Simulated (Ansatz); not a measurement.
# CdTe: the cost of one run

Program: Ansatz 0.2.0. Level of theory: DFT PBE, scalar-relativistic, plane waves, PAW. These are calculated values, not measurements.

The COD entry's cell or inner coordinates are ideal or old and differ from later refinements, so a difference from it is no clean test against experiment.

3 further runs of the same task are left out: 3 set aside as unsound or not needed.

**1. The structure to begin with**

Symmetry: Pmm2, No. 25, orthorhombic system. Conventional cell: a = 2.734 Å, b = 9.300 Å, c = 11.300 Å, α = 90.00°, β = 90.00°, γ = 90.00°. Cd (site symmetry mm2) has 2 Te at 2.69 Å and 2 Cd at 2.73 Å as nearest neighbours. Around Te (site symmetry mm2) lie 2 Cd at 2.69 Å and 2 Te at 2.73 Å.

Structure file:

```
Cd Te
1.0
    11.30000    0.00000    0.00000
     0.00000    9.30000    0.00000
     0.00000    0.00000    2.73360
Cd Te
1 1
Cartesian
  4.4895 4.6500 0.0000
  6.8105 4.6500 1.3668
```

**2. Strip chain of atoms**

The input, input.yaml:

```yaml
crystal:
  lattice:
    - [11.3, 0.0, 0.0]
    - [0.0, 9.3, 0.0]
    - [0.0, 0.0, 2.7335979785]
  atoms:
    - { symbol: Cd, position: [0.3973017958, 0.5, 0.0], spin: 0.5 }
    - { symbol: Te, position: [0.6026982042, 0.5, 0.5], spin: 0.5 }
basis:
  ecutwfc: 420
kpoints:
  mp_grid: { grid: [1, 1, 23] }
hamiltonian:
  xc: pbe
scf:
  occupations: { method: gaussian, width: 0.05 }
output:
  forces: true
  stress: true
  eigenvalues: true
  populations: true
  write_density: true
  write_potential: true
  elf: true
  volumetric_format: npy
magnetization:
  spin_polarized: true
relax:
  adjacent_minimum: "off"
  f_tol: 0.01
  max_steps: 45
  cell: { fix: [a, b, alpha, beta, gamma], stress_tol: 0.03 }
```

Started as:

```console
$ ansatz run input.yaml --threads 2 --pin off --max-ram 5120MiB --backend cpu --events-out ev --progress --plain --runs-dir out
```

What time and memory should one allow on 2 threads of Intel Xeon Platinum 8259CL at 2.50GHz (Skylake/Cascade Lake), shared host?

About 97 s, with a peak of 0.66 GiB.
